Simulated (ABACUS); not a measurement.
C:

```
C
1.0
     0.00000    1.78337    1.78337
     1.78337    0.00000    1.78337
     1.78337    1.78337    0.00000
C
2
Direct
  0.75000 0.75000 0.75000
  0.50000 0.50000 0.50000
```

This isn't the form of C at room conditions, which is graphite.

Program: ABACUS 3.10.1. Alike in all runs: task single point; no spin polarisation; cell as given; smearing fermi-dirac 0.05 eV.

**Question.** Order these runs on this cell by their band gap on the k mesh, lowest first.
A. level PBEsol; potentials or basis PseudoDojo NC SR 0.4.1 PBEsol standard, plane waves; k mesh 13 × 13 × 13; cutoff (eV) 1116; SCF threshold on the density 1e-08; eigensolver dav; mesh quality not flagged
B. level PBE0-type (share 0.1); potentials or basis SG15 ONCV 1.2 PBE, DZP LCAO (the cutoffs set its grid); k mesh 6 × 6 × 6; cutoff (eV) 1361; orbital files C C_confined-atom_6au_2s2p1d.orb; SCF threshold on the density 1e-07; eigensolver genelpa; share of exact exchange 0.1; threshold of the auxiliary basis 0.001; mesh quality coarse
C. level PBE0-type (share 0.25); potentials or basis SG15 ONCV 1.2 PBE, DZP LCAO (the cutoffs set its grid); k mesh 6 × 6 × 6; cutoff (eV) 1361; orbital files C C_confined-atom_6au_2s2p1d.orb; SCF threshold on the density 1e-07; eigensolver genelpa; share of exact exchange 0.25; threshold of the auxiliary basis 0.001; mesh quality coarse
D. level PBE0-type (share 0.4); potentials or basis SG15 ONCV 1.2 PBE, DZP LCAO (the cutoffs set its grid); k mesh 6 × 6 × 6; cutoff (eV) 1361; orbital files C C_confined-atom_6au_2s2p1d.orb; SCF threshold on the density 1e-07; eigensolver genelpa; share of exact exchange 0.4; threshold of the auxiliary basis 0.001; mesh quality coarse

**Answer.** A (4.05 eV), B (4.96 eV), C (6.10 eV), D (7.26 eV).

Caveats: some runs use coarse meshes; the atomic orbitals were generated for these runs and aren't a published set (some runs); gaps of hybrids in this basis differ from plane-wave ones by up to 0.1 eV (some runs); the basis of atomic orbitals isn't converged, which shifts pressures, moduli and gaps (some runs); an odd mesh through Γ misses points on the zone boundary, where band edges often lie (some runs).

A k mesh can miss the band edges, odd and even meshes differently.
